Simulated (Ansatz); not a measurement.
# HgTe (Coloradoite) under changes of volume

One of the cells (33.215 Å³/atom); the others are scaled copies at fixed shape and fractional positions:

```
Hg Te
1.0
     0.00000    3.21450    3.21450
     3.21450    0.00000    3.21450
     3.21450    3.21450    0.00000
Hg Te
1 1
Cartesian
  0.0000 0.0000 0.0000
  4.8217 4.8217 4.8217
```

| Item | Value |
| --- | --- |
| Program | Ansatz 0.2.0 |
| Functional | HSE03 |
| Potentials or basis | Ansatz PAW |
| Cutoff | 420 eV (not typed: the program's choice for these potentials) |
| k mesh | 4 × 4 × 4 |
| Occupations | fermi-dirac, width 0.05 eV |
| Spin | no spin polarisation |

```csv
volume (Å³/atom),energy over the lowest point (meV/atom),pressure (GPa)
31.223,94.54,7.5
31.887,?,?
32.551,44.05,4.8
33.215,26.55,3.6
33.880,13.70,2.6
34.544,4.97,1.6
35.208,0.00,0.8
```

What does the run at 31.887 Å³/atom give?

Energy over the lowest point 66.57 meV/atom; pressure 6.1 GPa.

Worked out: A Birch-Murnaghan fit of order 3 (a polynomial in V^(-2/3)) to the other rows has its minimum at 35.86 Å³/atom, just outside them, with B0 = V·E''(V) = 41 GPa and B' = 4.1. It gives 66.51 meV/atom at 31.887 Å³/atom, against the run's 66.57, and -dE/dV = 6.1 GPa, against 6.1.

Energies are extrapolated to zero smearing.

Caveats: all runs use coarse meshes; the PAW data sets come from PBE, with cores solved anew for the run's functional, which leaves a small shift of forces and pressure; the thresholds are loose for stress.
